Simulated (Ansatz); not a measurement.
**MoS2: equation of state with LDA**

Slab: MoS2, a slab with vacuum.

```xyz
3
Lattice="3.1841 0.0000 0.0000 -1.5921 2.7575 0.0000 0.0000 0.0000 17.3346" Properties=species:S:1:pos:R:3 pbc="T T T"
Mo    0.0000    0.0000    0.0000
S     0.0000    1.8384   15.7833
S     0.0000    1.8384    1.5513
```

```json
{"Program": "Ansatz 0.2.0", "Task": "equation of state", "Functional": "LDA", "Potentials or basis": "Ansatz PAW", "Cutoff": "420 eV", "Density cutoff": "1680 eV", "k mesh": "10 × 10 × 2", "Occupations": "fermi-dirac, width 0.05 eV", "Spin": "no spin polarisation"}
```

```json
{"Equilibrium volume": "48.81 Å³/atom", "Bulk modulus at fixed shape and positions": "57 GPa", "Pressure derivative of the bulk modulus": "4.4"}
```

Energy against volume, from the lowest point:
| volume (Å³/atom) | energy (meV/atom) |
| --- | --- |
| 47.690 | 4.73 |
| 48.705 | 0.00 |
| 49.720 | 2.90 |
| 50.735 | 12.64 |
| 51.749 | 28.47 |
| 52.764 | 49.77 |
| 53.779 | 75.94 |

All runs of the series together: 49 s on 2 threads of AMD EPYC (Zen 3), on a shared host.

Caveat: the cell was scaled at fixed shape and fractional positions, which overstates the stiffness of a crystal with free parameters, most of all of layers and chains.
